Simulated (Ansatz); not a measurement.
# The 2H-MoS2 bilayer (2H stacking) between two gates, part 2 of 4

How does the 2H-MoS2 bilayer (2H stacking) take up charge from its gate?

Ansatz 0.2.0; plane-wave DFT, PBE-D3(BJ), Ansatz PAW.

So far. Step 2 (Relaxing the slab): The lattice constant a goes from 3.180 to 3.152 Å.

## Step 3: Gated layer, added electrons 0, start network

The slab is cut off from its images along the normal. A charged sheet stands for each gate, the layer takes the opposite charge, and a barrier ahead of the sheet keeps electrons from leaking to it. The uncharged case sets the zero; a dense mesh is needed because few carriers fill a small part of the zone.

The cell differs from the one that the last finished run ended in (c 50.025 → 48.695 Å).

Input file input.yaml:

```yaml
crystal:
  lattice:
    - [3.1517749565, 0.0, 0.0]
    - [-1.5758874782, 2.7295171793, 0.0]
    - [0.0, 0.0, 48.69480714]
  atoms:
    - { symbol: S, position: [0.3333333333, 0.6666666667, 0.4055873955] }
    - { symbol: Mo, position: [0.0, 0.0, 0.4377791802] }
    - { symbol: S, position: [0.3333333333, 0.6666666667, 0.4699396191] }
    - { symbol: S, position: [0.0, 0.0, 0.5300603809] }
    - { symbol: Mo, position: [0.3333333333, 0.6666666667, 0.5622208198] }
    - { symbol: S, position: [0.0, 0.0, 0.5944126045] }
  periodic: [true, true, false]
  symmetry: { detect: true }
kpoints:
  mp_grid: { grid: [54, 54, 1] }
  band_path:
    path: [[0, 0, 0], [0.5, 0, 0], [0.33333333, 0.33333333, 0], [0, 0, 0]]
    npoints: 16
hamiltonian:
  xc: pbe
  dispersion: d3bj
scf:
  occupations: { method: fermi_dirac, width: 0.02585 }
  convergence: { dr2_threshold: 1.0e-10 }
output:
  forces: true
  eigenvalues: true
  dos: { projected: true, e_range: [-3, 3], de: 0.01 }
  write_potential: true
  write_density: true
  volumetric_format: npy
  elf: true
external_charges:
  - { charge: 0, barrier: 10, axis: 3, height: 32.445, sigma: 0.25 }
  - { charge: 0, barrier: 10, axis: 3, height: 16.25, sigma: 0.25 }
```

On the command line:

```bash
$ ansatz run input.yaml --threads 4 --pin off --max-ram 16384MiB --backend cpu --events-out ev --progress --plain --runs-dir out
```

Numbers of over 12 decimals in the logs are rounded to 6 here.

What it wrote:

```text
[...]
Crystal: 6 atoms, lattice volume = 418.913 Å³
Basis set: ecut = 420 eV, 8095 PW (Γ), exchange–correlation on 48×48×720 points (8 copies of the dense FFT grid, shifted against one another)
Bands: 32, of which v1, the nominal top of the filled ones, is band 26 counted from 1 (25 counted from 0)
Symmetry: 6 space group operations
k-points: 271 of 2916 (time reversal used)
[...]
SCF iter   1: F=—  HF=-13527.783190 eV  |F-HF|=—  |Δ(HF+E_count)|=         —  Δρ=2.96e-3  dr2=8.35e-2  ethr=1.77e-3  ⟨swp⟩=16.5  Hψ=74452  notcnv=0
[...]
SCF iter  14: F=-13527.796792 eV  HF=-13527.796792 eV  |F-HF|=9.09e-11  |Δ(HF+E_count)|=  3.46e-11  Δρ=6.75e-8  dr2=4.43e-11  ethr=1.00e-12  ⟨swp⟩=19.3  Hψ=85513  notcnv=0
SCF 1 converged in 14 iterations: F = -13527.796792 eV  dr2 = 4.43e-11
[...]
NSCF: frozen V_eff on 49 k-points
WARN: The output density's exchange-correlation potential varies sharply where the density is thin. Do not read a vacuum level from v_tot or v_xc, or from such a field of the output density. On a cell that repeats whose density bears no net charge and no dipole along the vacuum's axis use v_es (v_loc + v_h of the components); under efield.dipole_correction with no amplitude use v_es + v_field, which holds any externa [...]
SCF converged after 14 iterations
Free energy (F): -13527.796792 eV
[...]
Internal energy: -13527.796792 eV  (E = F + TS)
E sigma→0 (E₀):  -13527.796792 eV
Fermi energy:    -4.818655 eV
[...]
--- Forces (eV/Å), atoms and charges each counted from 1 ---
  atom   1  S      0.00000000     0.00000000     0.00293881
  atom   2  Mo     0.00000000     0.00000000     0.00205452
  atom   3  S      0.00000000     0.00000000    -0.00025993
  atom   4  S     -0.00000000    -0.00000000     0.00026089
  atom   5  Mo     0.00000000    -0.00000000    -0.00205393
  atom   6  S     -0.00000000    -0.00000000    -0.00293708
  external charge   1     0.00000000     0.00000000     0.00416724
  external charge   2     0.00000000     0.00000000    -0.00416965
  max |Σ_I F_I| component, the external charges' with the atoms': 8.63e-7 eV/Å
--- Band table (eV; the first three rows and the last of 271) ---
  k-point 0: bands = [... 22 lower, -7.3390, -7.1830, -6.1627, -5.4007, -3.0811, -3.0811, -3.0576, -3.0576, ... 2 higher]
  k-point 1: bands = [... 22 lower, -7.3294, -7.1233, -6.1630, -5.4077, -3.0880, -3.0730, -3.0663, -3.0473, ... 2 higher]
  k-point 2: bands = [... 22 lower, -7.3034, -7.0263, -6.1641, -5.4292, -3.1075, -3.0911, -3.0496, -3.0173, ... 2 higher]
  k-point 270: bands = [... 22 lower, -8.0475, -8.0475, -5.9590, -5.8592, -4.1165, -4.1165, -3.1874, -2.5980, ... 2 higher]
```

The job ended after 3 min (4 threads of Arm Neoverse V1, shared host; peak memory 2.6 GiB; 12 min of CPU time).

In the SCF lines HF is the Harris–Foulkes energy and dr2 the Hartree energy of the density residual, in eV; the loop may stop once dr2 is under the threshold and the program's other checks hold. Hψ counts applications of the Hamiltonian.

This step gave:

```
gap on the k-mesh                                                                   : 1.206 eV
gap along the path                                                                  : 1.211 eV
smallest direct gap along the path                                                  : 1.743 eV
gap, the smaller of path and mesh                                                   : 1.206 eV
potential beyond the upper barrier and gate, less the barrier, from the Fermi level : 4.819 eV
```

Running mean over a fixed 2.6 Å (it still follows the layers) of the planar mean; beyond a gate it holds the 10 eV model barrier. The electron's electrostatic potential energy less the Fermi level by z:

```tsv
z (Å)	electron's electrostatic potential energy less the Fermi level (eV)
4	14.8
5	14.8
6	14.8
7	14.8
8	14.8
9	14.8
10	14.8
11	14.8
12	14.8
13	14.8
14	14.8
15	14.4
16	10.8
17	6.85
18	3.39
19	-1.68
20	-8.28
21	-12.1
22	-12.1
23	-5.26
24	-1.02
25	-1.86
26	-7.78
27	-12.2
28	-12.2
29	-5.67
30	-0.112
31	4.41
32	8.07
33	12.0
34	14.7
35	14.8
36	14.8
37	14.8
38	14.8
39	14.8
40	14.8
41	14.8
42	14.8
43	14.8
44	14.8
```

The density of states has structure finer than the step of the table below, so its rows give means over 0.1 eV, whole bins alone (the curve runs from -3 to 1.62 eV). Peaks (eV: height): -2.89: 8.62, -2.34: 5.82, -1.89: 12.4, 1.26: 13.6, 1.30: 13.3, 1.33: 11.9, 1.50: 12.0.

The density of states by energy, zero at the Fermi level of the run, which the smearing sets inside the gap; means over each step:

energy (eV), density of states (states/eV a cell) and a bar:
```
     -2.9        8.3 ######################
     -2.8        6.6 #################
     -2.7        5.2 ##############
     -2.6        5.1 #############
     -2.5        4.3 ###########
     -2.4        4.6 ############
     -2.3        4.7 ############
     -2.2        3.8 ##########
     -2.1        3.0 ########
     -2.0        4.2 ###########
     -1.9        9.2 ########################
     -1.8        6.0 ################
     -1.7        5.2 ##############
     -1.6        4.7 ############
     -1.5        4.2 ###########
     -1.4        4.0 ###########
     -1.3        2.3 ######
     -1.2        1.5 ####
     -1.1        0.8 ##
     -1.0        0.4 #
     -0.9        0.3 #
     -0.8        0.3 #
     -0.7        0.3 #
     -0.6        0.2 #
     -0.5        0.0 
     -0.4        0.0 
     -0.3        0.0 
     -0.2        0.0 
     -0.1        0.0 
      0.0        0.0 
      0.1        0.0 
      0.2        0.0 
      0.3        0.0 
      0.4        0.0 
      0.5        0.0 
      0.6        0.3 #
      0.7        2.0 #####
      0.8        2.8 #######
      0.9        4.0 ###########
      1.0        4.5 ############
      1.1        5.4 ##############
      1.2        8.9 ########################
      1.3       11.4 ##############################
      1.4        6.2 ################
      1.5        9.6 #########################
```

Projected DOS per atom over height of the atomic layer and energy from the Fermi level. Layers: S Mo S S Mo S from below.

Ten even steps from '0' (0.00 states/eV) to '9' (3.02 states/eV), each cell a mean:
```
392293
292292
161161
041140
010010
000000
000000
000000
000000
000000
000000
000000
000000
010010
140041
151151
272272
221122
303303
212212
323323
434434
```
Columns: height of the atomic layer (Å) from 19.8 to 28.9 (not evenly spaced); rows upwards: energy from the Fermi level (eV) from -2.98 to 1.62.

The electronic bands at the labelled points (eV, zero at the Fermi level of the run, which the smearing sets inside the gap):

```tsv
point	band 23	band 24	band 25	band 26	band 27	band 28	band 29	band 30
Γ	-2.52	-2.36	-1.34	-0.58	1.74	1.74	1.76	1.76
halfway	-2.62	-2.25	-1.88	-1.80	0.94	1.26	1.34	1.39
M	-2.06	-1.94	-1.78	-1.71	1.26	1.29	1.70	1.86
halfway	-3.15	-2.88	-1.44	-1.34	1.12	1.19	1.96	2.08
K	-3.23	-3.23	-1.14	-1.04	0.70	0.70	1.63	2.22
halfway	-2.18	-2.09	-1.89	-1.88	0.63	1.05	1.39	1.54
Γ	-2.52	-2.36	-1.34	-0.58	1.74	1.74	1.76	1.76
```

Electrostatic potential energy in the ca plane at fractional y = 0.667, with atoms of S and Mo within 0.2 Å of it. With pseudopotentials it is smooth inside the atoms' cores, unlike the true potential.

Values in eV, 5 rows by 16 columns, each cell a mean:
```
 10  10  10   9   1   0  -1  -4 -15 -18  -4  -2  -3 -12  -7  -7
 10  10  10   9   1   0  -2 -10 -12 -13 -10  -3  -2  -8 -12 -16
 10  10  10   9   1   0 -11 -39 -13 -10 -38 -15  -1  -4 -35 -45
 10  10  10   9   1   0 -14 -40 -16 -12 -40 -19  -1  -4 -39 -48
 10  10  10   9   1   0  -4 -20 -11 -11 -20  -6  -2  -6 -20 -27
```
Columns run along c (16.0 Å, from fractional 0.26 to 0.59 of the cell; values clipped at the 3rd and 97th percentile), rows up along a (3.2 Å). Atoms in or near the plane, at fractional coordinates: S at (0.41, 0.33), S at (0.47, 0.33), Mo at (0.56, 0.33).

Valence density in the ca plane at fractional y = 0.667, with atoms of S and Mo within 0.2 Å of it. It is the smooth field of the valence electrons, not physical close to the nuclei.

Values in e/Å³, 5 rows by 16 columns, each cell a mean:
```
0.0 0.0 0.0 0.0 0.0 0.0 0.1 0.2 0.5 0.6 0.2 0.1 0.1 0.5 0.4 0.3
0.0 0.0 0.0 0.0 0.0 0.0 0.1 0.5 0.4 0.5 0.5 0.2 0.1 0.4 0.5 0.6
0.0 0.0 0.0 0.0 0.0 0.0 0.4 0.9 0.6 0.5 0.9 0.6 0.1 0.2 2.3 3.5
0.0 0.0 0.0 0.0 0.0 0.0 0.5 0.8 0.6 0.5 0.8 0.7 0.1 0.2 3.0 4.6
0.0 0.0 0.0 0.0 0.0 0.0 0.2 0.7 0.5 0.4 0.7 0.3 0.1 0.3 0.9 1.3
```
Columns run along c (16.0 Å, from fractional 0.26 to 0.59 of the cell), rows up along a (3.2 Å). Atoms in or near the plane, at fractional coordinates: S at (0.41, 0.33), S at (0.47, 0.33), Mo at (0.56, 0.33).

ELF in the ca plane at fractional y = 0.667, with atoms of S and Mo within 0.2 Å of it. It is the smooth field of the valence electrons, not physical close to the nuclei.

Ten even steps from '0' (0.00) to '9' (0.94), each cell a mean:
```
00000000000000000012331233123321015788753224
00000000000000000012221233112210015788753235
00000000000000012467775222257775102577632222
00000000000000147899888422588899600234335763
00000000000001368997237522673289820012257576
00000000000001368997137522672179820012257566
00000000000000247998788522587799610134336774
00000000000000013578875222368876202566532322
```
Columns run along c (16.0 Å, from fractional 0.26 to 0.59 of the cell), rows up along a (3.2 Å). Atoms in or near the plane, at fractional coordinates: S at (0.41, 0.33), S at (0.47, 0.33), Mo at (0.56, 0.33).

The gap, the smaller of path and mesh, is 1.206 eV.

## Step 4: Gated layer, added electrons 1×10¹³ per cm², start atoms

input.yaml, the sections that differ from step 3:

```yaml
total_charge: -0.008602
kpoints:
  mp_grid: { grid: [54, 54, 1] }
output:
  forces: true
  eigenvalues: true
  write_potential: true
  write_density: true
  volumetric_format: npy
external_charges:
  - { charge: 0, barrier: 10, axis: 3, height: 32.445, sigma: 0.25 }
  - { charge: 0.004301, axis: 3, height: 33.945, sigma: 0.5 }
  - { charge: 0, barrier: 10, axis: 3, height: 16.25, sigma: 0.25 }
  - { charge: 0.004301, axis: 3, height: 14.75, sigma: 0.5 }
# crystal, hamiltonian, scf: as in step 3
```

What it wrote:

```text
[...]
Crystal: 6 atoms, lattice volume = 418.913 Å³
Basis set: ecut = 420 eV, 8095 PW (Γ), exchange–correlation on 48×48×720 points (8 copies of the dense FFT grid, shifted against one another)
Bands: 33, of which v1, the nominal top of the filled ones, is band 26 counted from 1 (25 counted from 0)
Symmetry: 6 space group operations
k-points: 271 of 2916 (time reversal used)
[...]
SCF iter   1: F=—  HF=-13530.681755 eV  |F-HF|=—  |Δ(HF+E_count)|=         —  Δρ=4.45e-2  dr2=1.26e1  ethr=3.10e-3  ⟨swp⟩=20.9  Hψ=84409  notcnv=0
[...]
SCF iter  16: F=-13527.832020 eV  HF=-13527.832020 eV  |F-HF|=1.28e-9  |Δ(HF+E_count)|=   1.74e-9  Δρ=2.00e-7  dr2=8.35e-11  ethr=1.00e-12  ⟨swp⟩=23.3  Hψ=98769  notcnv=0
SCF 1 converged in 16 iterations: F = -13527.832020 eV  dr2 = 8.35e-11
[...]
SCF converged after 16 iterations
Free energy (F): -13527.832020 eV
[...]
Internal energy: -13527.831205 eV  (E = F + TS)
E sigma→0 (E₀):  -13527.831613 eV
Entropy (-TS):   -0.000815 eV (-0.136 meV/atom)
Fermi energy:    -3.876197 eV
[...]
--- Forces (eV/Å), atoms and charges each counted from 1 ---
  atom   1  S      0.00000000     0.00000000     0.00169863
  atom   2  Mo     0.00000000     0.00000000    -0.00482589
  atom   3  S      0.00000000     0.00000000     0.00932762
  atom   4  S     -0.00000000    -0.00000000    -0.00932686
  atom   5  Mo     0.00000000    -0.00000000     0.00482728
  atom   6  S     -0.00000000    -0.00000000    -0.00169701
  external charge   1     0.00000000     0.00000000     0.00440661
  external charge   2     0.00000000     0.00000000    -0.00019445
  external charge   3     0.00000000     0.00000000    -0.00440912
  external charge   4     0.00000000     0.00000000     0.00019445
  max |Σ_I F_I| component, the external charges' with the atoms': 1.27e-6 eV/Å
--- Band table (eV; the first three rows and the last of 271) ---
  k-point 0: bands = [... 22 lower, -6.9784, -6.8331, -5.8087, -5.0401, -2.7202, -2.7202, -2.6980, -2.6980, ... 3 higher]
  k-point 1: bands = [... 22 lower, -6.9689, -6.7715, -5.8089, -5.0471, -2.7271, -2.7119, -2.7068, -2.6878, ... 3 higher]
  k-point 2: bands = [... 22 lower, -6.9431, -6.6738, -5.8100, -5.0685, -2.7468, -2.7316, -2.6882, -2.6579, ... 3 higher]
  k-point 270: bands = [... 22 lower, -7.6901, -7.6901, -5.5978, -5.4983, -3.7552, -3.7552, -2.8293, -2.2411, ... 3 higher]
```

Run time: 3.4 min. Hardware: 4 threads; peak memory 2.6 GiB; 13 min of CPU time.

This step gave:

```
energy at zero smearing                                                             : -13527.8316 eV
potential beyond the upper barrier and gate, less the barrier, from the Fermi level : 3.876 eV
```

Against the uncharged case this takes +0.94 V.

## Step 5: Gated layer, added electrons 3×10¹³ per cm², start atoms

input.yaml, as its differences from that of step 4:

```diff
@@ -14,3 +14,3 @@
   symmetry: { detect: true }
-total_charge: -0.008602
+total_charge: -0.025808
 kpoints:
@@ -31,4 +31,4 @@
   - { charge: 0, barrier: 10, axis: 3, height: 32.445, sigma: 0.25 }
-  - { charge: 0.004301, axis: 3, height: 33.945, sigma: 0.5 }
+  - { charge: 0.012904, axis: 3, height: 33.945, sigma: 0.5 }
   - { charge: 0, barrier: 10, axis: 3, height: 16.25, sigma: 0.25 }
-  - { charge: 0.004301, axis: 3, height: 14.75, sigma: 0.5 }
+  - { charge: 0.012904, axis: 3, height: 14.75, sigma: 0.5 }
```

What it wrote:

```text
[...]
Crystal: 6 atoms, lattice volume = 418.913 Å³
Basis set: ecut = 420 eV, 8095 PW (Γ), exchange–correlation on 48×48×720 points (8 copies of the dense FFT grid, shifted against one another)
Bands: 33, of which v1, the nominal top of the filled ones, is band 26 counted from 1 (25 counted from 0)
Symmetry: 6 space group operations
k-points: 271 of 2916 (time reversal used)
[...]
--- Band table (eV; the first three rows and the last of 271) ---
  k-point 0: bands = [... 22 lower, -6.2597, -6.1361, -5.1031, -4.3214, -2.0009, -2.0009, -1.9815, -1.9815, ... 3 higher]
  k-point 1: bands = [... 22 lower, -6.2504, -6.0703, -5.1033, -4.3284, -2.0081, -1.9925, -1.9903, -1.9714, ... 3 higher]
  k-point 2: bands = [... 22 lower, -6.2250, -5.9710, -5.1043, -4.3495, -2.0282, -2.0153, -1.9682, -1.9417, ... 3 higher]
  k-point 270: bands = [... 22 lower, -6.9777, -6.9777, -4.8778, -4.7789, -3.0351, -3.0351, -2.1158, -1.5298, ... 3 higher]
[key lines of the parts left out:]
SCF converged after 14 iterations
Free energy (F): -13527.893102 eV
Fermi energy:    -3.127498 eV
```

Elapsed: 3.2 min, on 4 threads; peak memory 2.6 GiB; 13 min of CPU time.

Against the uncharged case this takes +1.69 V.

## Step 6: Gated layer, added electrons 6×10¹³ per cm², start atoms

input.yaml, as its differences from that of step 5:

```diff
@@ -14,3 +14,3 @@
   symmetry: { detect: true }
-total_charge: -0.025808
+total_charge: -0.051616
 kpoints:
@@ -31,4 +31,4 @@
   - { charge: 0, barrier: 10, axis: 3, height: 32.445, sigma: 0.25 }
-  - { charge: 0.012904, axis: 3, height: 33.945, sigma: 0.5 }
+  - { charge: 0.025808, axis: 3, height: 33.945, sigma: 0.5 }
   - { charge: 0, barrier: 10, axis: 3, height: 16.25, sigma: 0.25 }
-  - { charge: 0.012904, axis: 3, height: 14.75, sigma: 0.5 }
+  - { charge: 0.025808, axis: 3, height: 14.75, sigma: 0.5 }
```

What it wrote:

```text
[...]
Crystal: 6 atoms, lattice volume = 418.913 Å³
Basis set: ecut = 420 eV, 8095 PW (Γ), exchange–correlation on 48×48×720 points (8 copies of the dense FFT grid, shifted against one another)
Bands: 33, of which v1, the nominal top of the filled ones, is band 26 counted from 1 (25 counted from 0)
Symmetry: 6 space group operations
k-points: 271 of 2916 (time reversal used)
[...]
--- Band table (eV; the first three rows and the last of 271) ---
  k-point 0: bands = [... 22 lower, -5.1886, -5.0978, -4.0516, -3.2503, -0.9296, -0.9296, -0.9141, -0.9141, ... 3 higher]
  k-point 1: bands = [... 22 lower, -5.1796, -5.0247, -4.0517, -3.2572, -0.9370, -0.9230, -0.9210, -0.9041, ... 3 higher]
  k-point 2: bands = [... 22 lower, -5.1550, -4.9233, -4.0525, -3.2781, -0.9581, -0.9483, -0.8958, -0.8749, ... 3 higher]
  k-point 270: bands = [... 22 lower, -5.9155, -5.9155, -3.8049, -3.7069, -1.9620, -1.9620, -1.0524, -0.4699, ... 3 higher]
[key lines of the parts left out:]
SCF converged after 14 iterations
Free energy (F): -13527.962651 eV
Fermi energy:    -2.036037 eV
```

Run time: 3.1 min. Hardware: 4 threads; peak memory 2.6 GiB; 12 min of CPU time.

Against the uncharged case this takes +2.78 V.

[end of part 2 of 4]

[Logs are printed without paths, hosts, clocks, repeated set-up lines and the standing remarks that a program may print on its own settings, such as how far it seeks lower states.]

[Hosts, paths, dates, database ids (printed as entryN), source tags and the programs' standing remarks are cut or masked in the printed files.]

[Maps of the electrostatic potential energy from Ansatz leave out the sawtooth potential of an applied field or a dipole correction, so their vacuum need not be flat; planar profiles and work functions include it.]

[The density of states shown here was stored with 400 of the rows of the run's finer table, so its peaks can read low, often by over a quarter, or be missed, and its means over a window can be off by a tenth or more.]
